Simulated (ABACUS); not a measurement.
MnS under changes of volume

One of the cells (17.233 Å³/atom); the others are scaled copies at fixed shape and fractional positions:

```
Mn S
1.0
     1.83000    1.05655    2.97092
    -1.83000    1.05655    2.97092
     0.00000   -2.11310    2.97092
Mn S
1 1
Cartesian
  0.0000 0.0000 0.0000
  0.0000 0.0000 4.4564
```

The cell is a database's computed one.

- Program: ABACUS 3.10.1
- Functional: PBE
- Potentials or basis: PseudoDojo NC SR 0.4.1 PBE standard
- Cutoff: 1320 eV
- Density cutoff: 5279 eV
- Basis: plane waves
- k mesh: 9 × 9 × 9
- Occupations: fermi-dirac, width 0.05 eV
- Spin: collinear spin, ferromagnetic start
- Starting moments: [4.0, 0.0] μB

```csv
volume (Å³/atom),energy over the lowest point (meV/atom),pressure (GPa),moment (μB per cell)
16.199,8.63,3.1,4.55
16.543,2.98,1.9,4.62
16.888,0.08,0.6,4.67
17.233,0.00,-0.7,4.71
17.577,2.48,-1.8,4.76
17.922,7.23,-2.8,4.80
18.267,?,?,?
```

Q: What does the run at 18.267 Å³/atom give?

A: Energy over the lowest point 14.18 meV/atom; pressure -3.8 GPa; moment 4.83 μB per cell.

Worked out: A Birch-Murnaghan fit of order 3 (a polynomial in V^(-2/3)) to the other rows has its minimum at 17.07 Å³/atom with B0 = V·E''(V) = 60 GPa (rough, since the energies scatter) at fixed shape and positions, which overstates the stiffness. It gives 14.26 meV/atom at 18.267 Å³/atom, against the run's 14.18, and -dE/dV = -3.7 GPa, against -3.8. A parabola through the other rows of the moment, of slope 0.0873 μB per Å³/atom there, extrapolates to 4.83 μB, against the run's 4.83.

Energies are extrapolated to zero smearing.

Caveats: a cell with one magnetic atom can't hold antiferromagnetic order, which such compounds often take.
